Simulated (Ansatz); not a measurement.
## Phases of Ge at 48 GPa

Structure types of Ge are relaxed in primitive cells with their symmetry kept at 48 GPa, first on PAW files, then by LAPW. The enthalpy is E + pV at zero temperature, without zero-point motion. Only the types listed were tried, and differences under about 5 meV/atom are mesh noise. The real phase may be another.

Computed with Ansatz 0.2.0; functional PBE, scalar-relativistic. Settings: Fermi–Dirac smearing of 0.08 eV, no spin polarisation. Methods: LAPW: all electrons, basis error target 0.5 meV/atom; PAW: frozen-core files, cutoff 420 eV.

k meshes: bcc 18×18×18, hcp 16×16×9, sc 16×16×16, omega 9×9×12, diamond 13×13×13.

**Question.** Which type is lowest in enthalpy, and by how much?

**Answer.** bcc, 0 meV/atom below omega, which is within the noise of the k meshes. The whole table:

```
start type         ends as          a, b, c (Å)  V (Å³/atom)  H − H(lowest), LAPW (meV/atom)  same, PAW
       bcc      bcc, Im-3m  3.011, 3.011, 3.011        13.65                             0.0        0.0
       hcp   hcp, P6_3/mmc  2.683, 2.683, 4.392        13.69                             3.2        3.2
        sc       sc, Pm-3m  2.430, 2.430, 2.430        14.35                           121.0      121.5
     omega   omega, P6/mmm  4.324, 4.324, 2.545        13.73                             0.2        0.3
   diamond  diamond, Fd-3m  5.119, 5.119, 5.119        16.77                           752.3      756.0
```
